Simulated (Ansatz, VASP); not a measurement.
# Sc: VASP beside Ansatz

Contents of INCAR:

```
SYSTEM = Sc
ALGO     = Normal         ! electronic algorithm
EDIFF    = 1E-6           ! SCF threshold, eV
ENCUT    = 520            ! plane-wave cutoff, eV
ISIF     = 2              ! what is computed and relaxed
ISMEAR   = -1             ! smearing method
LASPH    = .True.         ! aspherical terms in the spheres
LCHARG   = .False.        ! write CHGCAR
LREAL    = .False.        ! projectors in reciprocal space
LWAVE    = .False.        ! write WAVECAR
NBANDS   = 12             ! bands
NELM     = 60             ! most SCF steps
PREC     = Accurate       ! precision mode
SIGMA    = 0.1            ! smearing width, eV
```

File KPOINTS:

```
k-points
0
Gamma
  20 20 20
  0 0 0
```

File POSCAR:

```
Sc
1.0
   -1.7366137376      1.7366137376      1.7366137376
    1.7366137376     -1.7366137376      1.7366137376
    1.7366137376      1.7366137376     -1.7366137376
Sc
1
Direct
    0.0000000000      0.0000000000      0.0000000000
```

Input for Ansatz:

```yaml
crystal:
  lattice:
    - [-1.7366137376, 1.7366137376, 1.7366137376]
    - [1.7366137376, -1.7366137376, 1.7366137376]
    - [1.7366137376, 1.7366137376, -1.7366137376]
  atoms:
    - { symbol: Sc, position: [0.0, 0.0, 0.0] }
hamiltonian:
  xc: lda
  pseudopotentials:
    kind: paw
    azcp:
      Sc: "pseudopotentials/Sc.paw.azcp"
basis:
  ecutwfc: 420
  fft_grid_basis: typed
kpoints:
  mp_grid: { grid: [20, 20, 20], shift: [0, 0, 0] }
magnetization:
  spin_polarized: false
scf:
  occupations: { method: fermi_dirac, width: 0.1 }
output:
  stress: true
```

Alike in both runs: task single point; functional LDA; k mesh 20 × 20 × 20; occupations fermi-dirac, width 0.1 eV; no spin polarisation.

```csv
,VASP,Ansatz
version,VASP 6.6.1,Ansatz 0.2.0
potentials or method,"VASP PAW LDA potentials, release 64 (Sc_sv)","plane waves (420 eV) with PAW, scalar-relativistic"
plane-wave cutoff (eV),520,420
valence electrons in the cell,11,11
```

|  | VASP | Ansatz | Ansatz less VASP |
| --- | --- | --- | --- |
| pressure (GPa) | 5.6 | 5.5 | -0.11 |

Ansatz warned: «pseudo_functional_mismatch».
